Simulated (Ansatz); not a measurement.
Reactions of methanol.

Gas-phase electronic energies from Ansatz, PBE0-D4/def2-TZVP geometries. CCSD(T)/CBS adds triple-zeta CCSD(T) − MP2 to the extrapolated MP2 energy (def2 sets, frozen cores). This one scheme is used for every species. DFT in def2-TZVPP. No spin–orbit coupling; open shells (•) take unrestricted orbitals. def2 core potentials past Kr. For Sn outer-core shells are correlated without core-valence functions, which leaves a few kJ/mol of doubt a bond. Each species was taken in one conformer, which may not be the lowest.

```
                                                 reaction  PBE-D4 (eV)  r2SCAN-D4 (eV)  B2PLYP (eV)  CCSD(T)/CBS(def2) (eV)
CH₃OH + `[NH2][SnH2][OH]` → `[CH3][SnH]([NH2])[OH]` + H₂O        -0.96           -0.97        -0.96                   -1.10
                 CH₃OH + `F[C](F)F`• → `C[O]`• + `FC(F)F`        -0.02           -0.06        -0.05                   -0.01
                          CH₃OH + `[OH]`• → `C[O]`• + H₂O        -0.74           -0.66        -0.57                   -0.54
                       CH₃OH + `[CH3]`• → `[CH2]O`• + CH₄        -0.52           -0.44        -0.43                   -0.38
               CH₃OH + `O[SiH](O)S` → `CS[SiH](O)O` + H₂O        -0.48           -0.47        -0.43                   -0.52
```

Largest T1 diagnostic: 0.019, for `C[O]`•.
